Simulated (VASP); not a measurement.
# BN (Qingsongite) (F-43m) in VASP: settings compared, part 2 of 2

VASP 6.6.1. Earlier steps stand in the parts before.

**4. Relaxation of cell and atoms, RPBE**

This run uses another cell than the first one, of 6.05 Å³/atom, 1.016 times its volume.

Input file INCAR:

```
SYSTEM = BN
PREC = Accurate ; ENCUT = 600
EDIFF = 1E-7 ; ISMEAR = 0
SIGMA = 0.03 ; LREAL = .False.
LASPH = .True. ; NELM = 80
ALGO = Normal ; ISIF = 3
LWAVE = .False. ; LCHARG = .False.
GGA = RP ; IBRION = 2
NSW = 90 ; EDIFFG = -0.005
```

Input file KPOINTS:

```
regular mesh
0
Gamma
  14 14 14
  0 0 0
```

Input file POSCAR:

```
BN                                      
1.0
    0.0000000000      1.8219431881      1.8219431881
    1.8219431881      0.0000000000      1.8219431881
    1.8219431881      1.8219431881      0.0000000000
  B               N             
     1     1
Direct
     0.0000000000000000    0.0000000000000000    0.0000000000000000
     0.2500000000000000    0.2500000000000000    0.2500000000000000
```

Potentials or basis: VASP PAW PBE potentials, release 64 (B, N).

On the command line:

```console
> cat potpaw_PBE.64/B/POTCAR potpaw_PBE.64/N/POTCAR > POTCAR
> mpirun -np 1 vasp_std > vasp.out
```

OUTCAR:

```text
SYSTEM = BN
   PREC = Accurate
   ENCUT = 600
   EDIFF = 1E-7
   ISMEAR = 0
   LREAL = .False.
   LASPH = .True.
   NELM = 80
   ISIF = 3
   GGA = RP
   IBRION = 2
   NSW = 90
   EDIFFG = -0.005

 ion  position               nearest neighbor table
   1  0.000  0.000  0.000-   2 1.58   2 1.58   2 1.58   2 1.58
   2  0.250  0.250  0.250-   1 1.58   1 1.58   1 1.58   1 1.58

  LATTYP: Found a face centered cubic cell.
 ALAT       =     3.6438863762

  Lattice vectors:

 A1 = (   0.0000000000,   1.8219431881,   1.8219431881)
 A2 = (   1.8219431881,   0.0000000000,   1.8219431881)
 A3 = (   1.8219431881,   1.8219431881,   0.0000000000)

Analysis of symmetry for initial positions (statically):
=====================================================================
 Subroutine PRICEL returns:
 Original cell was already a primitive cell.

 Routine SETGRP: Setting up the symmetry group for a
 face centered cubic supercell.

 Subroutine GETGRP returns: Found 24 space group operations
 (whereof 24 operations were pure point group operations)
 out of a pool of 48 trial point group operations.

The static configuration has the point symmetry T_d .

Analysis of symmetry for dynamics (positions and initial velocities):
=====================================================================
 Subroutine PRICEL returns:
 Original cell was already a primitive cell.

 Routine SETGRP: Setting up the symmetry group for a
 face centered cubic supercell.

 Subroutine GETGRP returns: Found 24 space group operations
 (whereof 24 operations were pure point group operations)
 out of a pool of 48 trial point group operations.

The dynamic configuration has the point symmetry T_d .

 Subroutine INISYM returns: Found 24 space group operations
 (whereof 24 operations are pure point group operations),
 and found     1 'primitive' translations

----------------------------------------------------------------------------------------
[... 119 lines left out ...]
   LHFCALC =     F    Hartree Fock is set to
   AEXX    =    0.0000 exact exchange contribution
   IVDW    =     0    specifies the selected vdW correction
   LEPSILON=     F    determine dielectric tensor
   LRPA    =     F    only Hartree local field effects (RPA)
 conjugate gradient relaxation of ions
 non-spin polarized calculation
 Gauss-broadening in eV      SIGMA  =   0.03
  energy-cutoff  :      600.00
  volume of cell :       12.10
 maximum number of plane-waves:       415
 NGX is ok and might be reduce to    24
   NGX = 11   NGY = 11   NGZ = 11

 number of electron       8.0000000 magnetization

 Free energy of the ion-electron system (eV)
  ---------------------------------------------------
  ext. energy  EPLUGINS =         0.00000000
  ---------------------------------------------------
  free energy    TOTEN  =       -16.63016920 eV

  energy without entropy =      -16.63016920  energy(sigma->0) =      -16.63016920

 E-fermi :   7.4375     XC(G=0): -12.6086

 val. band max:        7.2262477545   @ k =   0.0000   0.0000   0.0000
 cond. band min:      11.6916408039   @ k =   0.5000   0.5000   0.0000
 fundamental gap:      4.4653930494
 Fermi energy:         7.4375236101

 k-point     1 :       0.0000    0.0000    0.0000
  band No.  band energies     occupation
      1     -12.8028      2.00000
      2       7.2262      2.00000
      3       7.2262      2.00000
      4       7.2262      2.00000
      5      15.9876      0.00000
      6      15.9876      0.00000
      7      15.9876      0.00000
      8      17.1853      0.00000
[... 243 lines left out ...]
 k-point    24 :       0.2857    0.1429    0.0000
  band No.  band energies     occupation
      1     -11.0763      2.00000
      2       2.2526      2.00000
      3       4.9416      2.00000
      4       5.3937      2.00000
      5      15.3900      0.00000
      6      18.6515      0.00000
      7      19.2464      0.00000
      8      19.8586      0.00000

 [... further k-points ...]

------------------------ aborting loop because EDIFF is reached ----------------------------------------

  FORCE on cell =-STRESS in cart. coord.  units (eV):
  Direction    XX          YY          ZZ          XY          YZ          ZX
  --------------------------------------------------------------------------------------
  -------------------------------------------------------------------------------------
  Total       -0.0030848     -0.0030848     -0.0030848      0.0000000      0.0000000      0.0000000
  in kB       -0.4086023     -0.4086023     -0.4086023      0.0000000      0.0000000      0.0000000
  external PRESSURE =      -0.4086023 kB  Pullay stress =       0.0000000 kB

 VOLUME and BASIS-vectors are now :
 -----------------------------------------------------------------------------
  energy-cutoff  :      600.00
  volume of cell :       12.10
      direct lattice vectors                 reciprocal lattice vectors
     0.000000000  1.821943188  1.821943188    -0.274432267  0.274432267  0.274432267
     1.821943188  0.000000000  1.821943188     0.274432267 -0.274432267  0.274432267
     1.821943188  1.821943188  0.000000000     0.274432267  0.274432267 -0.274432267

 POSITION                                       TOTAL-FORCE (eV/Angst)
 -----------------------------------------------------------------------------------
      0.00000      0.00000      0.00000         0.000000     -0.000000     -0.000000
      0.91097      0.91097      0.91097        -0.000000      0.000000      0.000000
 -----------------------------------------------------------------------------------
    total drift:                                0.000000      0.000000      0.000000

  FREE ENERGIE OF THE ION-ELECTRON SYSTEM (eV)
  ---------------------------------------------------
  free  energy   TOTEN  =       -16.6301691959 eV

  energy  without entropy=      -16.6301691959  energy(sigma->0) =      -16.63016920

 reached required accuracy - stopping structural energy minimisation
```

CONTCAR:

```text
BN
   1.00000000000000
     0.0000000000000000    1.8219431881000001    1.8219431881000001
     1.8219431881000001    0.0000000000000000    1.8219431881000001
     1.8219431881000001    1.8219431881000001    0.0000000000000000
  B               N
     1     1
Direct
     0.0000000000000000    0.0000000000000000    0.0000000000000000
     0.2500000000000000    0.2500000000000000    0.2500000000000000

  0.00000000E+00  0.00000000E+00  0.00000000E+00
  0.00000000E+00  0.00000000E+00  0.00000000E+00
```

It took 4.9 s on 1 thread of Intel Xeon 6975P-C (Granite Rapids), shared host; peak memory 0.13 GiB.

What came out:

| Property | Result |
| --- | --- |
| Free energy | -16.6302 eV |
| Pressure after relaxing | 0.0 GPa |
| Band gap on the k mesh | 4.47 eV, indirect (least direct gap 8.76 eV) |

Final structure:
```cif
data_structure
_symmetry_space_group_name_H-M 'P 1'
_symmetry_Int_Tables_number 1
_cell_length_a 2.5766
_cell_length_b 2.5766
_cell_length_c 2.5766
_cell_angle_alpha 60.000
_cell_angle_beta 60.000
_cell_angle_gamma 60.000
_cell_volume 12.10
loop_
_atom_site_label
_atom_site_type_symbol
_atom_site_fract_x
_atom_site_fract_y
_atom_site_fract_z
_atom_site_occupancy
B1 B 0.00000 0.00000 0.00000 1
N1 N 0.25000 0.25000 0.25000 1
```

Levels at points of the mesh, in eV from the valence-band top:
```csv
k point,band 1,band 2,band 3,band 4,band 5,band 6,band 7,band 8
"(0.00, 0.00, 0.00)",-20.03,0.00,0.00,0.00,8.76,8.76,8.76,9.96
"(0.50, 0.00, 0.00)",-15.94,-10.48,-1.89,-1.89,9.83,10.62,10.62,15.11
"(0.50, 0.50, 0.00)",-14.61,-8.79,-4.79,-4.79,4.47,9.12,17.67,17.67
```

Caveat: the relaxation stopped at its first step, so nothing moved; the PAW data sets were made with another functional, which shifts forces and pressure a little.
